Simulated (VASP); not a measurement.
# A VASP 6.6.1 single-point calculation on KI

INCAR

```
BMIX = 0.0001
LREAL = .FALSE.
SIGMA = 0.02
LCHARG = .FALSE.
ENCUT = 520
IMIX = 1
LASPH = .TRUE.
IBRION = -1
AMIX = 3
NELM = 69
PREC = Accurate
ISIF = 2
NBANDS = 15
GGA = PE
EDIFF = 1E-7
NSW = 0
ISMEAR = -1
LWAVE = .FALSE.
```

KPOINTS

```
KPOINTS created by Atomic Simulation Environment
0
Gamma
6 6 6
0 0 0
```

POSCAR

```
K  I
 1.0000000000000000
     0.0000000000000000    4.0055530385999996    3.8880586811000000
     4.0055530385999996    0.0000000000000000    3.8880586811000000
     4.0055530385999996    4.0055530385999996    0.0000000000000000
 K   I
   1   1
Cartesian
  0.0000000000000000  0.0000000000000000  0.0000000000000000
  2.0027765192999998  2.0027765192999998  1.9440293405500004
```

The recommended PBE PAW datasets give the neutral cell 16 valence electrons.

Command

```
mpirun -np 1 vasp_std
```

OSZICAR

```
N       E                     dE             d eps       ncg     rms          rms(c)
DAV:   1     0.930592334801E+02    0.93059E+02   -0.60782E+03   900   0.864E+02
DAV:   2     0.157398896372E+01   -0.91485E+02   -0.84322E+02  1159   0.197E+02
DAV:   3    -0.515616967154E+01   -0.67302E+01   -0.66946E+01  1243   0.477E+01
DAV:   4    -0.556739194923E+01   -0.41122E+00   -0.41110E+00  1630   0.104E+01
DAV:   5    -0.556838238070E+01   -0.99043E-03   -0.99042E-03  1236   0.580E-01    0.295E+00
DAV:   6    -0.110525419400E+02   -0.54842E+01   -0.25889E+01  1194   0.232E+01    0.117E+01
DAV:   7    -0.168777770466E+03   -0.15773E+03   -0.68368E+02  1581   0.932E+01    0.743E+01
DAV:   8    -0.814579809897E+04   -0.79770E+04   -0.48940E+04  1529   0.107E+03    0.230E+03
```

Standard output (part)

```
POSCAR found type information on POSCAR K I
 POSCAR found :  2 types and       2 ions
 LDA part: xc-table for (Slater+PW92), standard interpolation
 POSCAR, INCAR and KPOINTS ok, starting setup
 WAVECAR not read
 entering main loop
|     EEEEEEE  RRRRRR   RRRRRR   OOOOOOO  RRRRRR      ###     ###     ###     |
|     E        R     R  R     R  O     O  R     R     ###     ###     ###     |
|     E        R     R  R     R  O     O  R     R     ###     ###     ###     |
|     EEEEE    RRRRRR   RRRRRR   O     O  RRRRRR       #       #       #      |
|     E        R    R   R    R   O     O  R    R      ###     ###     ###     |
|     EEEEEEE  R     R  R     R  OOOOOOO  R     R     ###     ###     ###     |
|     ERROR FEXCP: supplied Exchange-correletion table                        |
|      is too small, maximal index : 4566                                     |
|       ---->  I REFUSE TO CONTINUE WITH THIS SICK JOB ... BYE!!! <----       |
```

VASP stopped with an error.

The fault: mixing far too strong.

The run took about 30 s on one core of a shared host (Intel Xeon Platinum 8488C) and held 0.25 GiB at most.
